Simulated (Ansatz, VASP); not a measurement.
# Cross-check of GaAs (GaAs(110)) between VASP and Ansatz

Wanted: the spread between two codes on one cell, functional and k mesh. Of the first pair: The structure shown is the end of the VASP relaxation below. Valence electrons are named where the data sets of a main pair hold unlike numbers.

Program: Ansatz 0.2.0. Level of theory: plane waves, with VASP 6.6.1 beside it; single point at PBE and band structure at PBE. Results are calculated unless marked as measured.

**1. The structure**

The cell holds 18 atoms: 9 Ga and 9 As. Its edges and angles: a = 4.155 Å, b = 5.876 Å, c = 32.152 Å, α = 90.0°, β = 90.0°, γ = 90.0°. It derives from GaAs. As first built, before any earlier steps moved the atoms (in the runner's words): 9 layers, strained by +2 % in the plane. Vacuum lies along c.

**2. VASP: relaxation, PBE**

This run makes the geometry at which the two programs are then compared.

Lines of VASP's logs that name or quote its potential files are left out, and so is its time.

Contents of INCAR:

```
SYSTEM = GaAs
PREC = Normal
ENCUT = 320
EDIFF = 1E-05
NELM = 120
ISMEAR = 0
SIGMA = 0.03
LREAL = Auto
ALGO = Fast
GGA = PE
NBANDS = 54
LORBIT = 11
LWAVE = .FALSE.
LCHARG = .FALSE.
KPAR = 2
NCORE = 2
IBRION = 2
NSW = 60
ISIF = 2
EDIFFG = -0.03
POTIM = 0.4
MAXMIX = 40
IDIPOL = 3
LDIPOL = .TRUE.
DIPOL = 0.5 0.5 0.5
```

Contents of POSCAR:

```
GaAs
1.0
    4.1549222447      0.0000000000      0.0000000000
    0.0000000000      5.8759473891      0.0000000000
    0.0000000000      0.0000000000     32.1518438136
Ga As
9 9
Direct
    0.0000000000      0.0000000000      0.2488193200
    0.5000000000      0.5000000000      0.3116144900
    0.0000000000      0.0000000000      0.3744096600
    0.5000000000      0.5000000000      0.4372048300
    0.0000000000      0.0000000000      0.5000000000
    0.5000000000      0.5000000000      0.5627951700
    0.0000000000      0.0000000000      0.6255903400
    0.5000000000      0.5000000000      0.6883855100
    0.0000000000      0.0000000000      0.7511806800
    0.0000000000      0.7500000000      0.3116144900
    0.5000000000      0.2500000000      0.2488193200
    0.0000000000      0.7500000000      0.4372048300
    0.5000000000      0.2500000000      0.3744096600
    0.0000000000      0.7500000000      0.5627951700
    0.5000000000      0.2500000000      0.5000000000
    0.0000000000      0.7500000000      0.6883855100
    0.5000000000      0.2500000000      0.6255903400
    0.5000000000      0.2500000000      0.7511806800
```

Contents of KPOINTS:

```
Automatic mesh
0
Gamma
6 4 1
0 0 0
```

PAW data sets: Ga and As (PBE family, release 64).

Run with:

```
$ mpirun -np 4 vasp_std
```

Numbers of over 12 decimals in the logs are rounded to 6 here.

The program printed:

```text
[banner, memory and clock lines left out]
running    4 mpi-ranks, on    1 nodes
 distrk:  each k-point on    2 cores,    2 groups
 distr:  one band on    2 cores,    1 groups

 POSCAR found type information on POSCAR GaAs
 POSCAR found :  2 types and      18 ions
 LDA part: xc-table for (Slater+PW92), standard interpolation
 POSCAR, INCAR and KPOINTS ok, starting setup
 FFT: planning ... GRIDC
 FFT: planning ... GRID_SOFT
 FFT: planning ... GRID
 WAVECAR not read
 entering main loop
       N       E                     dE             d eps       ncg     rms          rms(c)
DAV:   1     0.303555004436E+03    0.30356E+03   -0.18315E+04  1296   0.684E+02
DAV:   2    -0.354722863920E+02   -0.33903E+03   -0.32716E+03  1700   0.147E+02
DAV:   3    -0.718638258826E+02   -0.36392E+02   -0.35891E+02  1600   0.503E+01
DAV:   4    -0.732669231447E+02   -0.14031E+01   -0.13983E+01  1688   0.111E+01
DAV:   5    -0.733130567902E+02   -0.46134E-01   -0.46108E-01  1688   0.192E+00    0.103E+01
RMM:   6    -0.715255502531E+02    0.17875E+01   -0.21224E+00  1296   0.310E+00    0.588E+00
RMM:   7    -0.713010132871E+02    0.22454E+00   -0.25794E+00  1296   0.336E+00    0.155E+00
RMM:   8    -0.712630315234E+02    0.37982E-01   -0.42203E-01  1296   0.169E+00    0.538E-01
RMM:   9    -0.712412407179E+02    0.21791E-01   -0.30033E-02  1313   0.549E-01    0.218E-01
RMM:  10    -0.712416644177E+02   -0.42370E-03   -0.19072E-02  1332   0.311E-01    0.119E-01
RMM:  11    -0.712424813491E+02   -0.81693E-03   -0.31220E-03  1305   0.160E-01    0.568E-02
RMM:  12    -0.712429328745E+02   -0.45153E-03   -0.10734E-03  1349   0.898E-02    0.507E-02
RMM:  13    -0.712430798106E+02   -0.14694E-03   -0.88079E-04  1305   0.622E-02    0.176E-02
RMM:  14    -0.712432690448E+02   -0.18923E-03   -0.20881E-04  1302   0.313E-02    0.122E-02
RMM:  15    -0.712434102249E+02   -0.14118E-03   -0.41753E-05  1034   0.167E-02    0.737E-03
RMM:  16    -0.712434519137E+02   -0.41689E-04   -0.23573E-05   926   0.106E-02    0.260E-03
RMM:  17    -0.712434853426E+02   -0.33429E-04   -0.12146E-05   895   0.628E-03    0.199E-03
RMM:  18    -0.712435060140E+02   -0.20671E-04   -0.35919E-06   666   0.352E-03    0.145E-03
RMM:  19    -0.712435486518E+02   -0.42638E-04   -0.35091E-06   690   0.354E-03    0.139E-03
RMM:  20    -0.712435588224E+02   -0.10171E-04   -0.37375E-07   463   0.217E-03    0.878E-04
RMM:  21    -0.712435695859E+02   -0.10764E-04   -0.50246E-07   467   0.220E-03    0.259E-04
RMM:  22    -0.712435702036E+02   -0.61770E-06   -0.38777E-08   419   0.201E-03
   1 F= -.71243570E+02 E0= -.71243460E+02  d E =-.712436E+02
[... from here on, the cycles between the ionic steps are left out ...]
   2 F= -.71655257E+02 E0= -.71655257E+02  d E =-.411687E+00
   6 F= -.72646068E+02 E0= -.72646068E+02  d E =-.886358E-01
   7 F= -.72646267E+02 E0= -.72646267E+02  d E =-.888346E-01
   8 F= -.72662485E+02 E0= -.72662485E+02  d E =-.162178E-01
   9 F= -.72667005E+02 E0= -.72667005E+02  d E =-.207376E-01
  10 F= -.72677293E+02 E0= -.72677293E+02  d E =-.102886E-01
  11 F= -.72678266E+02 E0= -.72678266E+02  d E =-.112611E-01
  12 F= -.72682455E+02 E0= -.72682455E+02  d E =-.418930E-02
  13 F= -.72682908E+02 E0= -.72682908E+02  d E =-.464244E-02
  14 F= -.72684835E+02 E0= -.72684835E+02  d E =-.192657E-02
  15 F= -.72685279E+02 E0= -.72685279E+02  d E =-.237103E-02
 curvature:  -3.58 expect dE=-0.264E-02 dE for cont linesearch -0.113E-04
 trial: gam= 0.58409 g(F)=  0.737E-03 g(S)=  0.000E+00 ort = 0.693E-04 (trialstep = 0.302E+01)
 search vector abs. value=  0.133E-02
 bond charge predicted
       N       E                     dE             d eps       ncg     rms          rms(c)
DAV:   1    -0.726863632687E+02   -0.10908E-02   -0.12586E-01  1296   0.103E+00    0.101E-01
RMM:   2    -0.726869327452E+02   -0.56948E-03   -0.72936E-03  1296   0.242E-01    0.504E-02
RMM:   3    -0.726870106337E+02   -0.77889E-04   -0.10098E-03  1299   0.994E-02    0.311E-02
RMM:   4    -0.726870101066E+02    0.52709E-06   -0.23361E-04  1323   0.464E-02    0.167E-02
RMM:   5    -0.726870473628E+02   -0.37256E-04   -0.83069E-05  1249   0.254E-02    0.789E-03
RMM:   6    -0.726870718570E+02   -0.24494E-04   -0.18514E-05   923   0.122E-02    0.526E-03
RMM:   7    -0.726870739905E+02   -0.21334E-05   -0.48716E-06   859   0.632E-03
  16 F= -.72687074E+02 E0= -.72687074E+02  d E =-.179467E-02
 trial-energy change:   -0.001795  1 .order   -0.001760   -0.002348   -0.001172
 step:   6.0272(harm=  6.0272)  dis= 0.01492  next Energy=   -72.687622 (dE=-0.234E-02)
 reached required accuracy - stopping structural energy minimisation
```

OUTCAR, selected parts (step 2):

```text
ion  position               nearest neighbor table
   1  0.000  0.000  0.249-  10 2.50  11 2.54  11 2.54
   2  0.500  0.500  0.312-  11 2.50  13 2.50  10 2.54  10 2.54
   3  0.000  0.000  0.374-  10 2.50  12 2.50  13 2.54  13 2.54
   4  0.500  0.500  0.437-  13 2.50  15 2.50  12 2.54  12 2.54
   5  0.000  0.000  0.500-  12 2.50  14 2.50  15 2.54  15 2.54
   6  0.500  0.500  0.563-  15 2.50  17 2.50  14 2.54  14 2.54
   7  0.000  0.000  0.626-  14 2.50  16 2.50  17 2.54  17 2.54
   8  0.500  0.500  0.688-  18 2.50  17 2.50  16 2.54  16 2.54
   9  0.000  0.000  0.751-  16 2.50  18 2.54  18 2.54
  10  0.000  0.750  0.312-   1 2.50   3 2.50   2 2.54   2 2.54
  11  0.500  0.250  0.249-   2 2.50   1 2.54   1 2.54
  12  0.000  0.750  0.437-   3 2.50   5 2.50   4 2.54   4 2.54
  13  0.500  0.250  0.374-   2 2.50   4 2.50   3 2.54   3 2.54
  14  0.000  0.750  0.563-   5 2.50   7 2.50   6 2.54   6 2.54
  15  0.500  0.250  0.500-   4 2.50   6 2.50   5 2.54   5 2.54
  16  0.000  0.750  0.688-   9 2.50   7 2.50   8 2.54   8 2.54
  17  0.500  0.250  0.626-   6 2.50   8 2.50   7 2.54   7 2.54
  18  0.500  0.250  0.751-   8 2.50   9 2.54   9 2.54

  LATTYP: Found a simple orthorhombic cell.
 ALAT       =     4.1549222447
 B/A-ratio  =     1.4142135624
 C/A-ratio  =     7.7382540322

 Subroutine GETGRP returns: Found  4 space group operations
 (whereof  4 operations were pure point group operations)

The static configuration has the point symmetry C_2v.

 Found     12 irreducible k-points:

   k-points           NKPTS =     12   k-points in BZ     NKDIM =     12   number of bands    NBANDS=     54

   dimension x,y,z NGX =    18 NGY =   28 NGZ =  144
   dimension x,y,z NGXF=    36 NGYF=   56 NGZF=  288

   ENCUT  =  320.0 eV  23.52 Ry    4.85 a.u.   6.06  8.57 46.90*2*pi/ulx,y,z

   NELECT =      72.0000    total number of electrons

 k-points in reciprocal lattice and weights: Automatic mesh
   0.00000000  0.00000000  0.00000000       0.042
   0.16666667  0.00000000  0.00000000       0.083
   0.33333333  0.00000000  0.00000000       0.083
   0.50000000  0.00000000  0.00000000       0.042
   0.00000000  0.25000000  0.00000000       0.083
   0.16666667  0.25000000  0.00000000       0.167
   0.33333333  0.25000000  0.00000000       0.167
   0.50000000  0.25000000  0.00000000       0.083
   0.00000000  0.50000000  0.00000000       0.042
   0.16666667  0.50000000  0.00000000       0.083
   0.33333333  0.50000000  0.00000000       0.083
   0.50000000  0.50000000  0.00000000       0.042

 dipolmoment           0.000000      0.000000     -0.000000 electrons x Angstroem

 average (electrostatic) potential at core
       1 -18.5238       2 -18.2989       3 -18.3473       4 -18.3360       5 -18.3441
       6 -18.3360       7 -18.3473       8 -18.2989       9 -18.5238      10 -55.1679
      11 -54.8401      12 -55.1619      13 -55.1261      14 -55.1619      15 -55.1389
      16 -55.1679      17 -55.1261      18 -54.8401

 E-fermi :  -0.9309

 k-point     1 :       0.0000    0.0000    0.0000
  band No.  band energies     occupation
    ...
     32      -1.3537      2.00000
     33      -1.2299      2.00000
     34      -1.2125      2.00000
     35      -1.1572      2.00000
     36      -1.0646      2.00000
     37      -0.5130      0.00000
     38       0.2673      0.00000
     39       0.4642      0.00000
     40       0.5541      0.00000
     41       0.7070      0.00000
    ...

 k-point     2 :       0.1667    0.0000    0.0000
  band No.  band energies     occupation
    ...
     32      -2.1116      2.00000
     33      -1.8627      2.00000
     34      -1.7970      2.00000
     35      -1.5610      2.00000
     36      -1.2666      2.00000
     37       0.6511      0.00000
     38       1.0298      0.00000
     39       1.1287      0.00000
     40       1.4641      0.00000
     41       1.4748      0.00000
    ...

 k-point     3 :       0.3333    0.0000    0.0000
  band No.  band energies     occupation
    ...
     32      -2.6067      2.00000
     33      -2.4734      2.00000
     34      -2.1671      2.00000
     35      -1.8758      2.00000
     36      -1.5214      2.00000
     37       0.3800      0.00000
     38       0.5314      0.00000
     39       0.8342      0.00000
     40       1.1413      0.00000
     41       1.2496      0.00000
    ...

  Total       -9.4404724     -6.0017728     -0.9870443      0.0000000      0.0000000      0.0000000
  in kB      -19.2689311    -12.2502076     -2.0146544      0.0000000      0.0000000      0.0000000
  external PRESSURE =     -11.1779311 kB  Pullay stress =       0.0000000 kB

  energy-cutoff  :      320.00
  volume of cell :      784.96
      direct lattice vectors                 reciprocal lattice vectors
     4.154922245  0.000000000  0.000000000     0.240678391  0.000000000  0.000000000
     0.000000000  5.875947389  0.000000000     0.000000000  0.170185322  0.000000000
     0.000000000  0.000000000 32.151843814     0.000000000  0.000000000  0.031102415

 POSITION                                       TOTAL-FORCE (eV/Angst)
 -----------------------------------------------------------------------------------
      0.00000      0.33933      8.46302         0.000000      0.007723      0.004714
      2.07746      2.84612      9.91196         0.000000      0.010943      0.010452
      0.00000      5.83527     12.03784        -0.000000     -0.006381     -0.000865
      2.07746      2.90688     14.03117         0.000000     -0.014508      0.017418
      0.00000      5.86038     16.07592         0.000000     -0.014447      0.000000
      2.07746      2.90688     18.12067         0.000000     -0.014508     -0.017418
      4.15492      5.83527     20.11400         0.000000     -0.006381      0.000865
      2.07746      2.84612     22.23988        -0.000000      0.010943     -0.010452
      0.00000      0.33933     23.68882         0.000000      0.007723     -0.004714
      0.00000      4.29754     10.01533         0.000000     -0.002803      0.013263
      2.07746      1.52686      7.76848         0.000000      0.013721      0.015595
      4.15492      4.35872     14.05754         0.000000     -0.011172      0.010056
      2.07746      1.41708     12.00140         0.000000      0.021833      0.011006
      4.15492      4.35872     18.09431         0.000000     -0.011172     -0.010056
      2.07746      1.43652     16.07592         0.000000     -0.024264      0.000000
      0.00000      4.29754     22.13652         0.000000     -0.002803     -0.013263
      2.07746      1.41708     20.15045         0.000000      0.021833     -0.011006
      2.07746      1.52686     24.38337         0.000000      0.013721     -0.015595
 -----------------------------------------------------------------------------------
    total drift:                                0.000000      0.050340      0.000008

  FREE ENERGIE OF THE ION-ELECTRON SYSTEM (eV)
  ---------------------------------------------------
  free  energy   TOTEN  =       -72.6870739905 eV

  energy  without entropy=      -72.6870739905  energy(sigma->0) =      -72.68707399

 reached required accuracy - stopping structural energy minimisation

 vacuum level on the upper side and lower side of the slab         3.851         3.851

 total charge
# of ion       s       p       d       tot
------------------------------------------
    1        1.154   0.940   0.090   2.183
    2        1.082   1.062   0.115   2.259
    3        1.084   1.067   0.111   2.263
    4        1.085   1.066   0.112   2.263
    5        1.084   1.069   0.113   2.265
    6        1.085   1.066   0.112   2.263
    7        1.084   1.067   0.111   2.263
    8        1.082   1.062   0.115   2.259
    9        1.154   0.940   0.090   2.183
   10        1.223   1.535   0.024   2.782
   11        1.265   1.453   0.021   2.738
   12        1.220   1.536   0.024   2.780
   13        1.222   1.530   0.023   2.775
   14        1.220   1.536   0.024   2.780
   15        1.220   1.535   0.023   2.778
   16        1.223   1.535   0.024   2.782
   17        1.222   1.530   0.023   2.775
   18        1.265   1.453   0.021   2.738
--------------------------------------------------
tot         20.973  22.983   1.176  45.132

[... 3 further parts left out ...]
```

CONTCAR:

```
GaAs
   1.00000000000000
     4.1549222446999998    0.0000000000000000    0.0000000000000000
     0.0000000000000000    5.8759473891000003    0.0000000000000000
     0.0000000000000000    0.0000000000000000   32.1518438136000029
  Ga              As
     9     9
Direct
     0.0000000000000000    0.0577497806661995    0.2632204430195737
     0.5000000000000000    0.4843683324851802    0.3082859638807363
     0.0000000000000000    0.9930770182302661    0.3744059090798301
     0.5000000000000000    0.4947087696905152    0.4364033763718329
     0.0000000000000000    0.9973500076363222    0.5000000000000000
     0.5000000000000000    0.4947087696905152    0.5635966236281672
     1.0000000000000000    0.9930770182302661    0.6255940909201699
     0.5000000000000000    0.4843683324851802    0.6917140361192636
     0.0000000000000000    0.0577497806661995    0.7367795569804262
     0.0000000000000000    0.7313785411887513    0.3115008012671280
     0.5000000000000000    0.2598483475105877    0.2416183464077122
     1.0000000000000000    0.7417905527947262    0.4372233352805461
     0.5000000000000000    0.2411667067198435    0.3732724529349526
     1.0000000000000000    0.7417905527947262    0.5627766647194540
     0.5000000000000000    0.2444738937915386    0.5000000000000000
     0.0000000000000000    0.7313785411887513    0.6884991987328718
     0.5000000000000000    0.2411667067198435    0.6267275470650474
     0.5000000000000000    0.2598483475105877    0.7583816535922876
```

The gap is read on the k-mesh alone, so it is an upper bound where the band edges lie off the mesh. The data set Ga keeps the semicore shell frozen, which is cheaper and a little less accurate. The run keeps the 4 symmetry operations of its start, so it cannot find a distortion of lower symmetry.

(Part 1 of 3 ends here.)

[Lines on the potential files, build, host, timing and source positions are cut from VASP's logs without a mark.]

[Logs are printed without paths, hosts, clocks, repeated set-up lines and the standing remarks that a program may print on its own settings, such as how far it seeks lower states.]

[Hosts, paths, dates, database ids (printed as entryN), source tags and the programs' standing remarks are cut or masked in the printed files.]
